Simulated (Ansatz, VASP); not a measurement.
Two plane-wave programs on CuI (Marshite)

```xyz
2
Lattice="0.0000 3.0117 3.0117 3.0117 0.0000 3.0117 3.0117 3.0117 0.0000" Properties=species:S:1:pos:R:3 pbc="T T T"
Cu    1.5059    1.5059    1.5059
I     0.0000    0.0000    0.0000
```

Alike in both runs: functional r2SCAN; k mesh 8 × 8 × 8; occupations gaussian, width 0.02 eV; no spin polarisation.

Ansatz relaxed the structure, and its values are those at the end. VASP's run is a single point on that final structure, the one shown.

|  | VASP | Ansatz |
| --- | --- | --- |
| version | VASP 6.6.1 | Ansatz 0.2.0 |
| potentials or method | VASP PAW PBE potentials, release 64 (Cu, I) | scalar-relativistic, plane waves, PAW |
| plane-wave cutoff (eV) | 520 | 500 |
| valence electrons in the cell | 18 | 36 |

Ansatz gave:

```
gap on the k mesh at the Fermi level (eV) : 1.67
least direct gap on the mesh (eV)         : 1.67
pressure (GPa)                            : 0.0
```

**Question.** Estimate VASP's values.

**Answer.** gap on the k mesh at the Fermi level (eV): 1.67; least direct gap on the mesh (eV): 1.67; pressure (GPa): -0.1.

The two sets of potentials don't hold the same shells in valence.

Caveats: the PAW data sets were made with another functional, which shifts forces and pressure a little (VASP); spin-orbit coupling is left out, which moves the levels of the heavy elements. r2SCAN opens gaps a little over a GGA but as a rule still falls short of measured ones.
